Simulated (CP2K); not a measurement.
Runs of CP2K 2026.2 on SnSe. It takes space group Pnma (No. 62, orthorhombic). The conventional cell has a = 11.420 Å, b = 4.190 Å, c = 4.460 Å, α = 90.00°, β = 90.00°, γ = 90.00°. Around Sn (site symmetry m) lie 3 Se at 2.69 to 2.83 Å. Se (site symmetry m) is surrounded by 3 Sn at 2.69 to 2.83 Å. 

```csv
level,cutoff of the non-local correlation (Ry),gap on the mesh (eV),pressure (GPa),largest force (eV/Å)
BEEF-vdW,300,(b),(a),0.26
PW91,-,0.86,3.7,0.39
OLYP,-,0.93,3.6,0.24
PBEsol,-,-,2.2,0.47
r2SCAN,-,1.03,3.5,0.31
PBE,-,0.84,3.6,0.39
LDA,-,-,2.1,0.49
```

Alike in all rows: task band structure; potentials or basis POTENTIAL_UZH Sn GTH-PBE-q4, Se GTH-PBE-q6; DZVP-MOLOPT-PBE-GTH basis; no spin polarisation; cell as given; k mesh 2 × 5 × 5; smearing fermi-dirac 0.05 eV.

Question: Fill in the values left out.

Answer: (a) 4.5; (b) 0.97.

Caveats: spin-orbit coupling is left out, which moves the levels of the heavy elements; the basis of atomic orbitals isn't converged, which shifts pressures, moduli and gaps; the potentials were made for another functional, which shifts forces and pressure (some runs); the mesh misses the band edges, which the band path finds closer together (some runs).

A k mesh can miss the band edges, and the runs leave out spin-orbit coupling on Se, Sn.
